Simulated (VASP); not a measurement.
Set up this calculation in VASP 6.6.1, as the native input.

* Task: relaxation of cell and atoms
* Functional: LDA
* Potentials or basis: VASP PAW LDA potentials, release 64 (Si, Se)
* Cutoff: 600 eV
* k mesh: 8 × 8 × 8
* Occupations: gaussian, width 0.03 eV
* Spin: no spin polarisation
* Further INCAR settings: ALGO = Normal; EDIFF = 1e-06; IBRION = 2; EDIFFG = -0.01; NSW = 90; ISIF = 3

The structure of SiSe2 lies in POSCAR:

```
SiSe2
1.0
   -2.9990000000      4.8345000000      2.9255000000
    2.9990000000     -4.8345000000      2.9255000000
    2.9990000000      4.8345000000     -2.9255000000
Si Se
2 4
Direct
    0.7500000000      0.7500000000      0.0000000000
    0.2500000000      0.2500000000      0.0000000000
    0.1234200000      0.2116300000      0.3350500000
    0.8765800000      0.7883700000      0.6649500000
    0.6234200000      0.2883700000      0.9117900000
    0.3765800000      0.7116300000      0.0882100000
```

These files were run (other wordings do the same):

INCAR

```
SYSTEM = SiSe2
PREC     = Accurate       ! precision mode
ENCUT    = 600            ! plane-wave cutoff, eV
EDIFF    = 1E-6           ! SCF threshold, eV
ISMEAR   = 0              ! smearing method
SIGMA    = 0.03           ! smearing width, eV
LREAL    = .False.        ! projectors in reciprocal space
LASPH    = .True.         ! aspherical terms in the spheres
NELM     = 80             ! most SCF steps
ALGO     = Normal         ! electronic algorithm
ISIF     = 3              ! what is computed and relaxed
LWAVE    = .False.        ! write WAVECAR
LCHARG   = .False.        ! write CHGCAR
IBRION   = 2              ! ionic algorithm
NSW      = 90             ! ionic steps
EDIFFG   = -0.01          ! ionic threshold
KPAR     = 2
```

KPOINTS

```
regular mesh
0
Gamma
  8 8 8
  0 0 0
```

Potentials or basis: VASP PAW LDA potentials, release 64 (Si, Se).

Launch:

```console
$ cat potpaw_LDA.64/Si/POTCAR potpaw_LDA.64/Se/POTCAR > POTCAR
$ mpirun -np 2 vasp_std > vasp.out
```

It gave:

| Quantity | Value |
| --- | --- |
| Relaxed volume | 25.93 Å³/atom |
| Relaxed cell | a = 6.092 Å, b = 6.092 Å, c = 6.092 Å, α = 120.27°, β = 87.19°, γ = 123.02° |
| Space group after relaxing (to 0.05 Å) | Ibam (No. 72) |
| Energy gained by relaxing | 9.1 meV/atom |
| Ionic steps | 42 |
| Pressure after relaxing | 0.0 GPa |
| Largest force after relaxing | 0.008 eV/Å |
| Band gap on the k mesh | 1.36 eV, indirect (least direct gap 1.45 eV) |

Wall time 50 min on 2 MPI ranks on Intel(R) Xeon(R) 6975P-C (Granite Rapids), on a shared host, peak memory 0.58 GiB a rank.
